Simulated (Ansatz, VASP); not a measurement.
**Au: VASP beside Ansatz**

```
CELL_PARAMETERS angstrom
2.92900 0.00000 0.00000
-1.46450 2.53659 0.00000
0.00000 0.00000 4.88000
ATOMIC_POSITIONS crystal
Au 0.33333 0.66667 0.75000
Au 0.66667 0.33333 0.25000
```

Change from the starting cell: equal xx and yy strain of +1 %.

Alike in both runs: task single point; functional PBE; k mesh 14 × 14 × 8; occupations fermi-dirac, width 0.03 eV; no spin polarisation.

|  | VASP | Ansatz |
| --- | --- | --- |
| version | VASP 6.6.1 | Ansatz 0.2.0 |
| potentials or method | VASP PAW PBE potentials, release 64 (Au), cutoff 520 eV | all-electron LAPW, scalar-relativistic |

VASP gave:

```
pressure (GPa)                                  : -1.1
largest component of the traceless stress (GPa) : 0.09
```

Problem. What did Ansatz give for the same quantities?

Solution. Pressure (GPa): -0.9; largest component of the traceless stress (GPa): 0.08.

Ansatz ran all-electron here, so the differences hold the error of VASP's frozen core and of both bases.

The runs have no spin-orbit coupling, so splittings on Au are missing.
